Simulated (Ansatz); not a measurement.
# Be: what changed settings do

The reference input for Ansatz (plane-wave DFT with PAW):

```yaml
crystal:
  lattice:
    - [2.2647826536, 0.0, 0.0]
    - [-1.1323913268, 1.9613593121, 0.0]
    - [0.0, 0.0, 3.57410246]
  atoms:
    - { symbol: Be, position: [0.33333333, 0.66666667, 0.75] }
    - { symbol: Be, position: [0.66666667, 0.33333333, 0.25] }
basis:
  ecutwfc: 420
kpoints:
  mp_grid: { grid: [12, 12, 6] }
hamiltonian:
  xc: pbe
scf:
  occupations: { method: gaussian, width: 0.1 }
output:
  forces: true
  stress: true
  eigenvalues: true
```

Command:

```bash
ansatz run input.yaml --threads 1 --pin off --max-ram 1331MiB --backend cpu --events-out ev --progress --plain --runs-dir out
```

The run converges in 6 SCF iterations on 76 irreducible k-points: pressure -0.55 GPa, no gap.

Settings here are deliberately varied, not converged. Each trial's input is given as a difference from the reference's; energies are extrapolated to zero smearing where there is one, and pressure is positive in compression. Charged cells sit in a uniform background, and their pressures hang on that convention.

Trial 1:

```diff
 crystal:
+  symmetry: { time_reversal: false }
 scf:
-  occupations: { method: gaussian, width: 0.1 }
+  occupations: { method: fermi_dirac }
+  mixing: { algorithm: anderson, ndim: 2, q_tf: 1.9 }
+  initial_density: { chi_scale: 0, normalization: atom }
+  max_iter: 52
```

The program refuses the input:

```text
Error: inconsistent input (crystal.symmetry.time_reversal, crystal.symmetry.detect): time_reversal: false is refused where crystal.symmetry.detect is not typed false — with detection left on, false cannot take time reversal from the run: detection, or the section that takes its place, decides whether it is kept …
```

Next try, with these keys changed back:

```diff
 crystal:
-  symmetry: { time_reversal: false }
```

The run converges in 6 SCF iterations on 76 irreducible k-points: energy 0.34 meV per atom below the reference, pressure -0.54 GPa, no gap.

Trial 2:

```diff
 crystal:
   atoms:
-    - { symbol: Be, position: [0.33333333, 0.66666667, 0.75] }
+    - { symbol: Be, position: [0.3333333333, 0.6666666667, 0.75], spin: 4.0 }
+total_charge: -0.1
 hamiltonian:
-  xc: pbe
+  xc: revpbe
 scf:
-  occupations: { method: gaussian, width: 0.1 }
+  occupations: { method: tetrahedron }
+  lower_state_search: "off"
 output:
-  eigenvalues: true
+  eigenvalues: false
+  populations: true
+magnetization:
+  spin_polarized: true
```

The run converges in 14 SCF iterations on 76 irreducible k-points: pressure -5.98 GPa (with the neutralising background of the charged cell), cell moment 0.00 μB. It warns that the starting moments were lost; that the state wasn't tested for a lower one; that forces and stress under tetrahedra may miss the energy's slope.

Trial 3:

```diff
 kpoints:
-  mp_grid: { grid: [12, 12, 6] }
+  mp_grid: { grid: [3, 3, 1] }
 hamiltonian:
-  xc: pbe
+  xc: pbesol
+  dispersion: none
 scf:
-  occupations: { method: gaussian, width: 0.1 }
+  occupations: { method: gaussian, width: 0.067 }
+  convergence: { dr2_threshold: "1e-2 eV" }
 output:
+  efg: {}
+magnetization:
+  spin_polarized: true
```

The run converges in 4 SCF iterations on 3 irreducible k-points: pressure 20.09 GPa, cell moment 1.78 μB (the reference has none, and so few k-points can make one). It warns that the SCF threshold is loose for the forces; that no starting moments were given; that the state wasn't tested for a lower one; that the SCF threshold is loose for the stress.

Trial 4:

```diff
 basis:
-  ecutwfc: 420
+  ecutwfc: 320
 hamiltonian:
-  xc: pbe
+  xc: pw92
 scf:
+  max_iter: 40
 output:
+  dos: {}
```

The run converges in 6 SCF iterations on 76 irreducible k-points: pressure -6.10 GPa, no gap. It warns that the cutoff lies under the recommended one, 420 eV for these potentials.

Trial 5 (atoms moved):

```diff
 crystal:
   atoms:
-    - { symbol: Be, position: [0.33333333, 0.66666667, 0.75] }
-    - { symbol: Be, position: [0.66666667, 0.33333333, 0.25] }
+    - { symbol: Be, position: [0.3184062161, 0.6630242422, 0.7569644809] }
+    - { symbol: Be, position: [0.6767559306, 0.333108544, 0.2405410215] }
 scf:
+  mixing: { algorithm: broyden, beta: 0.19, ndim: 2 }
+  initial_density: { chi_scale: 0, normalization: atom }
+  max_iter: 99
```

The run converges in 12 SCF iterations on 436 irreducible k-points: energy 8.83 meV per atom above the reference, pressure -0.19 GPa, largest force 0.485 eV/Å, no gap.